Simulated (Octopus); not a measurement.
Be: single point with PBEsol

The system is Be.

```xyz
2
Lattice="2.2853 0.0000 0.0000 -1.1426 1.9791 0.0000 0.0000 0.0000 3.5842" Properties=species:S:1:pos:R:3 pbc="T T T"
Be    1.1427    0.6597    2.6882
Be    0.0000    1.3194    0.8961
```

```
Program                 : Octopus 16.4
Task                    : single point
Functional              : PBEsol
Potentials or basis     : pseudodojo_pbesol (PseudoDojo 0.4, PBEsol)
Grid spacing            : 0.120 × 0.120 × 0.119 Å
k mesh                  : 13 × 13 × 8
Occupations             : fermi-dirac, width 0.05 eV
Spin                    : no spin polarisation
Eigensolver             : chebyshev_filter
k-point symmetries used : yes
ConvRelDens             : 3e-07
ExtraStates             : 6
DerivativesOrder        : 8
```

| Quantity | Value |
| --- | --- |
| Band gap on the k mesh | none (metal or under the smearing width) |

Levels at points of the mesh, in eV from the Fermi level:
```
           k point  band 3  band 4  band 5  band 6  band 7
(0.00, 0.00, 0.00)  -11.04   -4.18    1.27   15.78   15.79
(0.00, 0.00, 0.50)   -8.90   -8.90   10.79   10.79   17.42
```

Run time: 3.9 min on 1 thread of Arm Neoverse V1, on a shared host, peak memory 1.1 GiB.
